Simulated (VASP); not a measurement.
Wanted: the native input for a VASP 6.6.1 run.

```yaml
Task: single point
Functional: PBE
Potentials_or_basis: VASP PAW PBE potentials, release 64 (Mn_pv, S)
Cutoff: 520 eV
k_mesh: 12 × 12 × 12
Occupations: gaussian, width 0.05 eV
Spin: no spin polarisation
Dipole_correction: no
Further_INCAR_settings: ALGO = Normal; EDIFF = 1e-07; NBANDS = 16
```

The structure of MnS lies in POSCAR:

```
MnS
1.0
    0.0000000000      2.6045000000      2.6045000000
    2.6045000000      0.0000000000      2.6045000000
    2.6045000000      2.6045000000      0.0000000000
Mn S
1 1
Direct
    0.0000000000      0.0000000000      0.0000000000
    0.5000000000      0.5000000000      0.5000000000
```

These files were run (other wordings do the same):

INCAR

```
ALGO = Normal
EDIFF = 1E-7
ENCUT = 520
GGA = PE
ISIF = 2
ISMEAR = 0
LASPH = True
LCHARG = False
LREAL = False
LWAVE = False
NBANDS = 16
NELM = 100
PREC = Accurate
SIGMA = 0.05
```

KPOINTS

```
k-points
0
Gamma
  12 12 12
```

Potentials or basis: VASP PAW PBE potentials, release 64 (Mn_pv, S).

Command:

```sh
$ cat potpaw_PBE.64/Mn_pv/POTCAR potpaw_PBE.64/S/POTCAR > POTCAR
$ mpirun -np 1 vasp_std > vasp.out
```

It gave:

* Pressure: -23.4 GPa
* Band gap on the k mesh: none (metal or under the smearing width)

Caveat: so large a pressure means that the cell lies far from this level's equilibrium, or that cutoff or potentials fall short; the run has no spin polarisation, though such a crystal can be magnetic; semilocal functionals often make such compounds metallic where correlation or magnetic order opens a gap, which also shifts bond lengths.

Run time: 68 s on 1 thread of AMD EPYC 7R43 64-Core Processor (Zen 3), with other jobs on the host, peak memory 0.14 GiB.
